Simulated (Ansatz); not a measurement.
**AlCo (Pm-3m): modes against biaxial strain in the (001) plane**

Wanted: the shifts of the zone-centre modes of AlCo (Pm-3m) with strain.

Calculated with Ansatz 0.2.0; DFT PBEsol, scalar-relativistic, plane waves, PAW; PAW set soft_1.

### Step 1. Starting point

The structure is cubic, space group Pm-3m (No. 221). Conventional cell: a = 2.819 Å, b = 2.819 Å, c = 2.819 Å, α = 90.00°, β = 90.00°, γ = 90.00°. Nearest to Al lie 8 Co at 2.44 Å. Nearest to Co lie 8 Al at 2.44 Å. Farther neighbours are not listed.

Structure file:

```cif
data_structure
_symmetry_space_group_name_H-M 'Pm-3m'
_symmetry_Int_Tables_number 221
_cell_length_a 2.8194
_cell_length_b 2.8194
_cell_length_c 2.8194
_cell_angle_alpha 90.000
_cell_angle_beta 90.000
_cell_angle_gamma 90.000
_cell_volume 22.41
loop_
_atom_site_label
_atom_site_type_symbol
_atom_site_symmetry_multiplicity
_atom_site_Wyckoff_symbol
_atom_site_fract_x
_atom_site_fract_y
_atom_site_fract_z
_atom_site_occupancy
Al1 Al 1 a 0.00000 0.00000 0.00000 1
Co1 Co 1 b 0.50000 0.50000 0.50000 1
```

### Step 2. Bringing the structure to rest

Harmonic phonons are second derivatives at a point where the forces vanish, and they are wanted at zero stress, so atoms and cell are relaxed first.

File input.yaml:

```yaml
crystal:
  lattice:
    - [2.81940321, 0.0, 0.0]
    - [0.0, 2.81940321, 0.0]
    - [0.0, 0.0, 2.81940321]
  atoms:
    - { symbol: Al, position: [0.0, 0.0, 0.0] }
    - { symbol: Co, position: [0.5, 0.5, 0.5] }
kpoints:
  mp_grid: { grid: [14, 14, 14] }
hamiltonian:
  xc: pbesol
  pseudopotentials: { kind: paw, azcp: { folder: soft_1 }, xc_functional: pbe }
scf:
  occupations: { method: gaussian, width: 0.1 }
output:
  forces: true
  stress: true
  eigenvalues: true
  write_density: true
  write_potential: true
  elf: true
  volumetric_format: npy
relax:
  adjacent_minimum: "off"
  f_tol: 0.005
  max_steps: 80
  cell: { stress_tol: 0.05 }
```

Run with:

```bash
$ ansatz run input.yaml --threads 4 --pin off --max-ram 10240MiB --backend cpu --events-out ev --progress --plain --runs-dir out
```

Numbers of over 12 decimals in the logs are rounded to 6 here.

Output:

```text
Engine: ansatz 0.2.0, aarch64-unknown-linux-gnu
Pseudopotentials: kind: paw
Pseudopotential: Al, paw, valence charge 3, recommended cutoff 420 eV (normal), soft_1/Al.paw.azcp
Pseudopotential: Co, paw, valence charge 17, recommended cutoff 420 eV (normal), soft_1/Co.paw.azcp
Functional definition: PBEsol
  exchange = pbesol_x
  correlation = pbesol_c
Crystal: 2 atoms, lattice volume = 22.412 Å³
Basis set: ecut = 420 eV, 461 PW (Γ), exchange–correlation on 40×40×40 points (8 copies of the dense FFT grid, shifted against one another)
Bands: 14, of which v1, the nominal top of the filled ones, is band 10 counted from 1 (9 counted from 0)
Symmetry: 48 space group operations
Space group: Pm-3m (ITA 221), of the structure as read, at distance tolerance 2.8e-5 Å
k-points: 120 of 2744
Non-local potential: Al, projectors of the file, l = 0: 2, l = 1: 2, l = 2: 1
Non-local potential: Co, projectors of the file, l = 0: 3, l = 1: 2, l = 2: 3, l = 3: 1
PAW form: soft (Blöchl's): semilocal exchange-correlation on the pseudo side does not see the compensation charge
PAW frozen core: Al, regenerated for the run's functional, and the local potential with it (the file was generated under x = pbe(κ = 0.804, μ = 0.219515), c = pbe(β = 0.066725))
PAW frozen core: Co, regenerated for the run's functional, and the local potential with it (the file was generated under x = pbe(κ = 0.804, μ = 0.219515), c = pbe(β = 0.066725))
PAW one-centre angular grid: Al, 110 points (default); XC on 64 Gauss nodes
PAW one-centre angular grid: Co, 590 points (default); XC on 64 Gauss nodes
Initial density: superposition of atomic densities (chi_scale 0.1, normalization cell, long waves kept (reshape's long-wave potential 0.00 eV rms))
Initial wavefunctions: pseudopotential atomic-orbital guess
Functional: x = pbesol(κ = 0.804, μ = 0.123457), c = pbesol(β = 0.046)
SCF iter   1: F=—  HF=-5618.994097 eV  |F-HF|=—  |Δ(HF+E_count)|=         —  Δρ=6.93e-2  dr2=9.17e-1  ethr=3.10e-3  ⟨swp⟩=4.1  Hψ=7736  notcnv=0
preconditioner: auto → none  [metal: Δε(μ)=0.079 eV  Ē_g=8.725 eV  σ=0.100 eV  W_gap=0.41  n_scr=6 (ndim 8)  ℏωp=27.2 eV  f_vac=0.000  D(μ)=0.61/eV (n_scr^D=0)  sad-step TF]
SCF iter   2: F=—  HF=-5618.979806 eV  |F-HF|=—  |Δ(HF+E_count)|=   1.43e-2  Δρ=7.49e-2  dr2=1.10e0  ethr=3.10e-3  ⟨swp⟩=1.0  Hψ=2644  notcnv=0
SCF iter   3: F=—  HF=-5618.789151 eV  |F-HF|=—  |Δ(HF+E_count)|=   1.91e-1  Δρ=1.38e-2  dr2=3.69e-2  ethr=3.10e-3  ⟨swp⟩=2.2  Hψ=2317  notcnv=0
SCF iter   4: F=—  HF=-5618.782590 eV  |F-HF|=—  |Δ(HF+E_count)|=   6.56e-3  Δρ=5.56e-3  dr2=5.25e-3  ethr=1.85e-4  ⟨swp⟩=1.2  Hψ=2564  notcnv=0  defer=8
SCF iter   5: F=—  HF=-5618.781528 eV  |F-HF|=—  |Δ(HF+E_count)|=   1.06e-3  Δρ=6.92e-4  dr2=9.75e-5  ethr=2.63e-5  ⟨swp⟩=1.1  Hψ=1724  notcnv=0  defer=8
SCF iter   6: F=—  HF=-5618.781516 eV  |F-HF|=—  |Δ(HF+E_count)|=   1.15e-5  Δρ=6.15e-5  dr2=5.05e-7  ethr=4.87e-7  ⟨swp⟩=2.2  Hψ=2202  notcnv=0  defer=8
SCF iter   7: F=-5618.781516 eV  HF=-5618.781516 eV  |F-HF|=6.97e-9  |Δ(HF+E_count)|=   2.87e-7  Δρ=6.80e-6  dr2=7.51e-9  ethr=5.00e-10  ⟨swp⟩=8.6  Hψ=11024  notcnv=0
SCF 1 converged in 7 iterations: F = -5618.781516 eV  dr2 = 7.51e-9
  greatest PAW one-centre occupation: 1.001 electrons in one spin orbital (limit 2), on the Co atom at site 1 (counted from 0), in its partial waves of l = 1
relax step   1: F+E_penalty+E_count = -5618.78151591 eV  Δ(F+E_penalty+E_count) = +0.000e0 eV  max|allowed force component| = 2.590e-29 eV/Å  Δτ_max = 0.0000 Å  P = +0.625 GPa  Ω = 22.412 Å³  (7 SCF iters, dr2 threshold 1.00e-7 eV, accepted)
Crystal: 2 atoms, lattice volume = 22.451 Å³
Initial density: handed on by an earlier stage of this run
Initial wavefunctions: those handed on with the density
iter 1 solved again at ethr=1.51e-8 eV; its pass at ethr=3.10e-3 eV (dr2=3.03e-6 eV) is discarded
SCF iter   1: F=—  HF=-5618.781583 eV  |F-HF|=—  |Δ(HF+E_count)|=         —  Δρ=1.58e-4  dr2=3.81e-6  ethr=1.51e-8  ⟨swp⟩=2.0  Hψ=9606  notcnv=0
preconditioner: auto → none  [metal: Δε(μ)=0.071 eV  Ē_g=8.499 eV  σ=0.100 eV  W_gap=0.35  n_scr=6 (ndim 8)  ℏωp=27.1 eV  f_vac=0.000  D(μ)=0.67/eV (n_scr^D=6)]
SCF iter   2: F=—  HF=-5618.781610 eV  |F-HF|=—  |Δ(HF+E_count)|=   2.73e-5  Δρ=4.08e-5  dr2=2.37e-7  ethr=1.51e-8  ⟨swp⟩=1.3  Hψ=1814  notcnv=0
iter 3 did not close the SCF: its close was put off for the readings that it lacked (scf_convergence_deferred on its scf_iter line)
SCF iter   3: F=-5618.781610 eV  HF=-5618.781610 eV  |F-HF|=9.15e-9  |Δ(HF+E_count)|=   1.14e-7  Δρ=7.94e-6  dr2=8.72e-9  ethr=1.19e-9  ⟨swp⟩=2.0  Hψ=2344  notcnv=0
iter 4 did not close the SCF: its close was put off for the readings that it lacked (scf_convergence_deferred on its scf_iter line)
SCF iter   4: F=-5618.781610 eV  HF=-5618.781610 eV  |F-HF|=3.04e-10  |Δ(HF+E_count)|=   1.92e-9  Δρ=2.27e-6  dr2=6.22e-10  ethr=4.36e-11  ⟨swp⟩=2.4  Hψ=2562  notcnv=0
iter 5 did not close the SCF: its close was put off for the readings that it lacked (scf_convergence_deferred on its scf_iter line)
SCF iter   5: F=-5618.781610 eV  HF=-5618.781610 eV  |F-HF|=2.73e-12  |Δ(HF+E_count)|=  2.82e-11  Δρ=7.54e-8  dr2=6.35e-13  ethr=3.11e-12  ⟨swp⟩=1.0  Hψ=1695  notcnv=0
SCF iter   6: F=-5618.781610 eV  HF=-5618.781610 eV  |F-HF|=9.09e-13  |Δ(HF+E_count)|=  2.73e-12  Δρ=3.77e-9  dr2=1.84e-15  ethr=1.00e-12  ⟨swp⟩=3.3  Hψ=6271  notcnv=0
SCF 2 converged in 6 iterations: F = -5618.781610 eV  dr2 = 1.84e-15
relax step   2: F+E_penalty+E_count = -5618.78160979 eV  Δ(F+E_penalty+E_count) = -9.387e-5 eV  max|allowed force component| = 5.193e-30 eV/Å  Δτ_max = 0.0000 Å  P = +0.277 GPa  Ω = 22.451 Å³  energy of the carried Pulay correction = -1.820e-5 eV  (6 SCF iters, dr2 threshold 2.00e-7 eV, accepted)
Crystal: 2 atoms, lattice volume = 22.483 Å³
iter 1 solved again at ethr=1.03e-8 eV; its pass at ethr=3.10e-3 eV (dr2=2.06e-6 eV) is discarded
SCF iter   1: F=—  HF=-5618.781595 eV  |F-HF|=—  |Δ(HF+E_count)|=         —  Δρ=1.30e-4  dr2=2.56e-6  ethr=1.03e-8  ⟨swp⟩=2.0  Hψ=9606  notcnv=0
preconditioner: auto → none  [metal: Δε(μ)=0.072 eV  Ē_g=8.488 eV  σ=0.100 eV  W_gap=0.36  n_scr=6 (ndim 8)  ℏωp=27.1 eV  f_vac=0.000  D(μ)=0.68/eV (n_scr^D=6)]
iter 2 did not close the SCF: its close was put off for the readings that it lacked (scf_convergence_deferred on its scf_iter line)
SCF iter   2: F=-5618.781623 eV  HF=-5618.781623 eV  |F-HF|=1.31e-7  |Δ(HF+E_count)|=   2.75e-5  Δρ=3.32e-5  dr2=1.54e-7  ethr=1.03e-8  ⟨swp⟩=1.5  Hψ=1937  notcnv=0
iter 3 did not close the SCF: its close was put off for the readings that it lacked (scf_convergence_deferred on its scf_iter line)
SCF iter   3: F=-5618.781623 eV  HF=-5618.781623 eV  |F-HF|=5.30e-9  |Δ(HF+E_count)|=   8.22e-8  Δρ=6.33e-6  dr2=5.36e-9  ethr=7.69e-10  ⟨swp⟩=2.0  Hψ=2370  notcnv=0
iter 4 did not close the SCF: its close was put off for the readings that it lacked (scf_convergence_deferred on its scf_iter line)
SCF iter   4: F=-5618.781623 eV  HF=-5618.781623 eV  |F-HF|=2.20e-10  |Δ(HF+E_count)|=   1.41e-9  Δρ=1.91e-6  dr2=4.45e-10  ethr=2.68e-11  ⟨swp⟩=2.1  Hψ=2528  notcnv=0
iter 5 did not close the SCF: its close was put off for the readings that it lacked (scf_convergence_deferred on its scf_iter line)
SCF iter   5: F=-5618.781623 eV  HF=-5618.781623 eV  |F-HF|=1.82e-12  |Δ(HF+E_count)|=  2.36e-11  Δρ=4.36e-8  dr2=2.04e-13  ethr=2.22e-12  ⟨swp⟩=1.1  Hψ=1699  notcnv=0
SCF iter   6: F=-5618.781623 eV  HF=-5618.781623 eV  |F-HF|=1.82e-12  |Δ(HF+E_count)|=    0.00e0  Δρ=3.01e-9  dr2=8.68e-16  ethr=1.00e-12  ⟨swp⟩=3.3  Hψ=6247  notcnv=0
SCF 3 converged in 6 iterations: F = -5618.781623 eV  dr2 = 8.68e-16
relax step   3: F+E_penalty+E_count = -5618.78162289 eV  Δ(F+E_penalty+E_count) = -1.311e-5 eV  max|allowed force component| = 3.123e-30 eV/Å  Δτ_max = 0.0000 Å  P = +0.001 GPa  Ω = 22.483 Å³  energy of the carried Pulay correction = -3.272e-5 eV  (6 SCF iters, dr2 threshold 1.92e-7 eV, accepted)
Initial wavefunctions: pseudopotential atomic-orbital guess (no wavefunctions were taken with the density)
iter 1 solved again at ethr=1.39e-8 eV; its pass at ethr=3.10e-3 eV (dr2=2.78e-6 eV) is discarded
SCF iter   1: F=—  HF=-5618.781622 eV  |F-HF|=—  |Δ(HF+E_count)|=         —  Δρ=3.73e-6  dr2=1.09e-9  ethr=1.39e-8  ⟨swp⟩=3.0  Hψ=12737  notcnv=0
preconditioner: auto → none  [metal: Δε(μ)=0.071 eV  Ē_g=8.488 eV  σ=0.100 eV  W_gap=0.35  n_scr=6 (ndim 8)  ℏωp=27.1 eV  f_vac=0.000  D(μ)=0.68/eV (n_scr^D=6)]
SCF iter   2: F=—  HF=-5618.781648 eV  |F-HF|=—  |Δ(HF+E_count)|=   2.60e-5  Δρ=1.96e-6  dr2=1.93e-10  ethr=5.44e-12  ⟨swp⟩=2.0  Hψ=2912  notcnv=0
iter 3 did not close the SCF: its close was put off for the readings that it lacked (scf_convergence_deferred on its scf_iter line)
SCF iter   3: F=-5618.781648 eV  HF=-5618.781648 eV  |F-HF|=1.36e-11  |Δ(HF+E_count)|=  9.55e-11  Δρ=5.44e-7  dr2=1.39e-11  ethr=1.00e-12  ⟨swp⟩=2.8  Hψ=2441  notcnv=0
iter 4 did not close the SCF: its close was put off for the readings that it lacked (scf_convergence_deferred on its scf_iter line)
SCF iter   4: F=-5618.781648 eV  HF=-5618.781648 eV  |F-HF|=0.00e0  |Δ(HF+E_count)|=  1.18e-11  Δρ=9.22e-8  dr2=8.15e-13  ethr=1.00e-12  ⟨swp⟩=1.0  Hψ=1680  notcnv=0
iter 5 did not close the SCF: its close was put off for the readings that it lacked (scf_convergence_deferred on its scf_iter line)
SCF iter   5: F=-5618.781648 eV  HF=-5618.781648 eV  |F-HF|=1.82e-12  |Δ(HF+E_count)|=    0.00e0  Δρ=2.61e-8  dr2=3.28e-14  ethr=1.00e-12  ⟨swp⟩=1.0  Hψ=1680  notcnv=0
iter 6 did not close the SCF: its close was put off for the readings that it lacked (scf_convergence_deferred on its scf_iter line)
SCF iter   6: F=-5618.781648 eV  HF=-5618.781648 eV  |F-HF|=2.73e-12  |Δ(HF+E_count)|=  9.09e-13  Δρ=3.03e-9  dr2=1.72e-15  ethr=1.00e-12  ⟨swp⟩=1.0  Hψ=1680  notcnv=0
SCF iter   7: F=-5618.781648 eV  HF=-5618.781648 eV  |F-HF|=9.09e-13  |Δ(HF+E_count)|=    0.00e0  Δρ=1.23e-9  dr2=2.64e-16  ethr=1.00e-12  ⟨swp⟩=1.9  Hψ=4293  notcnv=0
SCF 4 converged in 7 iterations: F = -5618.781648 eV  dr2 = 2.64e-16
relax step   4: F+E_penalty+E_count = -5618.78164758 eV  Δ(F+E_penalty+E_count) = -2.469e-5 eV  max|allowed force component| = 1.035e-30 eV/Å  Δτ_max = 0.0000 Å  P = +0.003 GPa  Ω = 22.483 Å³  stress off target by 2.76e-3 GPa  SCF on the basis re-selected at this cell (its energy is not comparable with the rows above)  (7 SCF iters)
basis re-selected at this cell: Δ(F+E_penalty+E_count) = -2.469e-5 eV, ΔP = +0.001 GPa vs the last step (what re-selecting the basis moved, of the pressure what is left beyond the Pulay correction that the steps carried, after the strain that the cell walked since its last selection, with what the two solves' SCF thresholds leave and, on support functions, any second-order correction that the steps lacked; it is no m [...]
SCF converged after 7 iterations
Free energy (F): -5618.781648 eV
Harris-Foulkes:  -5618.781648 eV  (|F-HF|=9.09e-13)
Internal energy: -5618.778269 eV  (E = F + TS)
E sigma→0 (E₀):  -5618.779958 eV
Entropy (-TS):   -0.003378 eV (-1.689 meV/atom)
Fermi energy:    14.859799 eV
--- Per-component energies (eV) ---
  E_band       = -276.501100
  E_kinetic    = 323.195128
  E_local      = -3456.899952  (includes V_loc(G=0)·N_el)
  E_nonlocal   = 450.211349
  E_hartree    = 1562.408173
  E_xc         = -131.757735
  E_vxc        = -151.246165  (∫ρ·V_xc dr)
  E_paw        = -2000.614351  (= ΣΔE_a)
  E_vpaw       = -566.577810  (= ΣTr[D̂ρ^β])
  E_aug_tail   = 0.000002  (compensation charges beyond the density's cutoff)
  E_ewald      = -2365.528443
  E_core_change = 0.207559  (= ΣΔE_core)
  E_smearing   = -0.003378  (= −TS)
  E_closure    = 0.000000  (closes the sum)
  Σ components = -5618.781648   (vs F -5618.781648, Δ=0.00e0)
--- Forces (eV/Å), atoms counted from 1 ---
  atom   1  Al     0.00000000     0.00000000     0.00000000
  atom   2  Co     0.00000000     0.00000000     0.00000000
  max |Σ_I F_I| component: 2.17e-30 eV/Å
--- Stress (GPa, compression-positive) ---
        0.002759       0.000000      -0.000000
        0.000000       0.002759       0.000000
       -0.000000       0.000000       0.002759
  P = ⅓ Tr σ = 0.0028 GPa (0.028 kbar)
--- Band table (eV; the first three rows and the last of 120) ---
  k-point 0: bands = [... 6 lower, 11.7175, 14.0008, 14.0008, 14.0008, 20.9327, 20.9327, 20.9327, 23.6878]
  k-point 1: bands = [... 6 lower, 11.7456, 13.9456, 13.9456, 14.0066, 19.9976, 21.0711, 21.0711, 23.6711]
  k-point 2: bands = [... 6 lower, 11.8257, 13.7981, 13.7981, 14.0231, 18.4451, 21.4690, 21.4690, 23.6219]
  k-point 119: bands = [... 6 lower, 10.7711, 14.6321, 14.6321, 17.1810, 17.1810, 17.1810, 19.2478, 20.3834]
--- Relaxed structure (3 steps of the walk, 3 accepted, 1 SCFs on fresh bases) ---
  F+E_penalty+E_count = -5618.78164758 eV   max|allowed force component| = 1.035e-30 eV/Å   (the final SCF, on the basis selected at the relaxed cell)
  cell:  # Å, volume = 22.4832 Å³
    - [2.822407, 0, 0]
    - [0, 2.822407, 0.0]
    - [0, 0.0, 2.822407]
  atoms:
    - { symbol: Al, position: [0, 0, 0] }
    - { symbol: Co, position: [0.5, 0.5, 0.5] }
```

Elapsed: 2.4 s, on 4 threads of Arm Neoverse V2, shared host; peak memory 0.33 GiB; 8.1 s of CPU time.

This run has no spin polarisation, although Co can carry a moment.

The steps of the relaxation:

```
step  energy less that of the first step (eV)  largest force component (eV/Å)  pressure (GPa)  volume (Å³)
   1                                   0.0000                          0.0000            0.62        22.41
   2                                  -0.0001                          0.0000            0.28        22.45
   3                                  -0.0001                          0.0000            0.00        22.48
  4*                                  -0.0001                          0.0000            0.00        22.48
```

Relaxation steps marked * repeat the geometry before them on a plane-wave basis chosen anew for their cell, so energy and pressure can jump there.

The run keeps the 48 symmetry operations that it works with, so distortions that break them were not tested.

```csv
"conventional cell, symmetrised",before,after,change
a (Å),2.819,2.822,+0.1 %
b (Å),2.819,2.822,+0.1 %
c (Å),2.819,2.822,+0.1 %
volume (Å³/atom),11.21,11.24,+0.3 %
```

Final coordinates:

```xyz
2
Lattice="2.8224 0.0000 0.0000 0.0000 2.8224 0.0000 0.0000 0.0000 2.8224" Properties=species:S:1:pos:R:3 pbc="T T T"
Al    0.0000    0.0000    0.0000
Co    1.4112    1.4112    1.4112
```

This step gave:

```yaml
pressure: 0.002759 GPa
volume_per_atom: 11.24 Å³
gap_on_the_k_mesh: 0 eV
```

ELF in the ac plane at fractional y = 0.500, with atoms of Co within 0.2 Å of it. It is the smooth field of the valence electrons, not physical close to the nuclei.

Ten even steps from '_' (0.16) to '@' (0.75):
```
++++++++==----::::----==++++++
++++==--::..________..::--==++
++++--::..____________..::--++
++==::..__............__..::==
==--..__..::--------::..__..--
==--____..--++####++--..____--
==::____..--##@@@@##--..____::
==::____..--##@@@@##--..____::
==--____..--++####++--..____--
==--..__..::--------::..__..--
++==::..__............__..::==
++++--::..____________..::--++
++++==--::..________..::--==++
++++++++==----::::----==++++++
++++++++++============++++++++
```
Columns run along a (2.8 Å), rows up along c (2.8 Å). Atoms in or near the plane, at fractional coordinates: Co at (0.50, 0.50).

Electrostatic potential energy in the ac plane at fractional y = 0.500, with atoms of Co within 0.2 Å of it. With pseudopotentials it is smooth inside the atoms' cores, unlike the true potential.

Values in eV, 15 rows by 15 columns:
```
 14  14  15  15  15  15  15  15  15  15  15  15  15  15  14
 14  15  15  15  14  13  12  12  12  12  13  14  15  15  15
 15  15  15  14  12   8   2  -2  -2   2   8  12  14  15  15
 15  15  14  12   5  -7 -17 -22 -22 -17  -7   5  12  14  15
 16  15  13   8  -7 -22 -30 -32 -32 -30 -22  -7   8  13  15
 16  15  12   2 -17 -30 -32 -31 -31 -32 -30 -17   2  12  15
 16  15  12  -2 -22 -32 -31 -26 -26 -31 -32 -22  -2  12  15
 16  15  12  -2 -22 -32 -31 -26 -26 -31 -32 -22  -2  12  15
 16  15  12   2 -17 -30 -32 -31 -31 -32 -30 -17   2  12  15
 16  15  13   8  -7 -22 -30 -32 -32 -30 -22  -7   8  13  15
 15  15  14  12   5  -7 -17 -22 -22 -17  -7   5  12  14  15
 15  15  15  14  12   8   2  -2  -2   2   8  12  14  15  15
 14  15  15  15  14  13  12  12  12  12  13  14  15  15  15
 14  14  15  15  15  15  15  15  15  15  15  15  15  15  14
 14  14  14  15  15  16  16  16  16  16  16  15  15  14  14
```
Columns run along a (2.8 Å; values clipped at the 3rd and 97th percentile), rows up along c (2.8 Å). Atoms in or near the plane, at fractional coordinates: Co at (0.50, 0.50).

Valence density in the ac plane at fractional y = 0.500, with atoms of Co within 0.2 Å of it. It is the smooth field of the valence electrons, not physical close to the nuclei.

Ten steps, logarithmic in the rise over the least value, from '_' (0 e/Å³) to '@' (42 e/Å³):
```
______________________________
______________________________
__________............________
________..::--------::..______
______..::--++****++--::..____
______..--++##%%%%##++--..____
______..--**%%@@@@%%**--..____
______..--**%%@@@@%%**--..____
______..--++##%%%%##++--..____
______..::--++****++--::..____
________..::--------::..______
__________............________
______________________________
______________________________
______________________________
```
Columns run along a (2.8 Å), rows up along c (2.8 Å). Atoms in or near the plane, at fractional coordinates: Co at (0.50, 0.50).

In this step the volume went from 11.21 to 11.24 Å³/atom.

### Step 3. Tight relaxation

Phonons need small forces and stress, so the relaxation is finished with tight tolerances on 16×16×16 k points.

File input.yaml:

```yaml
crystal:
  lattice:
    - [2.8224065082, 0.0, 0.0]
    - [0.0, 2.8224065082, 0.0]
    - [0.0, 0.0, 2.8224065082]
  atoms:
    - { symbol: Al, position: [0.0, 0.0, 0.0] }
    - { symbol: Co, position: [0.5, 0.5, 0.5] }
kpoints:
  mp_grid: { grid: [16, 16, 16] }
hamiltonian:
  xc: pbesol
  pseudopotentials: { kind: paw, azcp: { folder: soft_1 }, xc_functional: pbe }
scf:
  occupations: { method: methfessel_paxton, width: 0.2 }
output:
  forces: true
  stress: true
  eigenvalues: true
relax:
  adjacent_minimum: "off"
  f_tol: 0.001
  max_steps: 60
  cell: { stress_tol: 0.01 }
```

Output:

```text
[...]
Crystal: 2 atoms, lattice volume = 22.483 Å³
Basis set: ecut = 420 eV, 461 PW (Γ), exchange–correlation on 40×40×40 points (8 copies of the dense FFT grid, shifted against one another)
Bands: 14, of which v1, the nominal top of the filled ones, is band 10 counted from 1 (9 counted from 0)
Symmetry: 48 space group operations
[...]
k-points: 165 of 4096
[...]
k-point 164: bands = [... 6 lower, 10.7726, 14.6327, 14.6327, 17.1846, 17.1846, 17.1846, 19.2535, 20.3869]
--- Relaxed structure (3 steps of the walk, 3 accepted, 1 SCFs on fresh bases) ---
[...]
cell:  # Å, volume = 22.4785 Å³
    - [2.822209, 0, 0.0]
    - [0, 2.822209, 0]
    - [0.0, 0, 2.822209]
  atoms:
    - { symbol: Al, position: [0, 0, 0] }
    - { symbol: Co, position: [0.500000, 0.500000, 0.500000] }
[key lines of the parts left out:]
SCF converged after 5 iterations
Free energy (F): -5618.777913 eV
Fermi energy:    14.862561 eV
P = ⅓ Tr σ = 0.0005 GPa (0.005 kbar)
```

Elapsed: 2.7 s, on 4 threads; peak memory 0.35 GiB; 9.3 s of CPU time.

Little changed from the start: no atom moved by 0.005 Å and no cell edge by 0.1 %.

Numbers from this step:

| Property | Result |
| --- | --- |
| pressure | 5.46e-4 GPa |

The forces vanish by symmetry and the pressure is 0.001 GPa, within the tolerances set. The cell now holds 11.24 Å³/atom.

(Continued in part 2 of 2.)

[Logs are printed without paths, hosts, clocks, repeated set-up lines and the standing remarks that a program may print on its own settings, such as how far it seeks lower states.]

[Hosts, paths, dates, database ids (printed as entryN), source tags and the programs' standing remarks are cut or masked in the printed files.]
